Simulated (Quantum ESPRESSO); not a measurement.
CaO: phonon spectrum and thermodynamics under several settings

```
Ca O
1.0
     0.00000    2.40356    2.40356
     2.40356    0.00000    2.40356
     2.40356    2.40356    0.00000
Ca O
1 1
Direct
  0.00000 0.00000 0.00000
  0.50000 0.50000 0.50000
```

The cell is a database's computed one.

All runs used Quantum ESPRESSO 7.5; k mesh 4 × 4 × 4, shifted; relaxed cell; no spin polarisation; cutoff 1143 eV; occupations smeared at first, fixed for the response.

| level | potentials | volume (Å³/atom) | q mesh | highest frequency (cm⁻¹) | zero-point energy (meV/atom) | entropy at room temperature (k_B/atom) |
| --- | --- | --- | --- | --- | --- | --- |
| LDA | PseudoDojo 0.4.1 SR LDA standard | ? | 2 × 2 × 2 | ? | ? | ? |
| PBE | PseudoDojo 0.4.1 SR PBE standard | 14.05 | 2 × 2 × 2 | 539 | 51.6 | 2.53 |
| LDA | PseudoDojo 0.4.1 SR LDA standard | 13.01 | 4 × 4 × 4 | 572 | 56.0 | 2.32 |
| PBE | PseudoDojo 0.4.1 SR PBE standard | 14.05 | 4 × 4 × 4 | 539 | 51.8 | 2.53 |

Question: What stands in the row left open?

Answer: Volume 13.01 Å³/atom; highest frequency 572 cm⁻¹; zero-point energy 55.9 meV/atom; entropy at room temperature 2.32 k_B/atom.

Caveats: all runs use coarse meshes.

For the row left open. Caveat: the k mesh is coarse (spacing up to 0.57 Å⁻¹), so the values aren't converged; the q mesh is small, so phonon branches between its points and thermal values are rough.
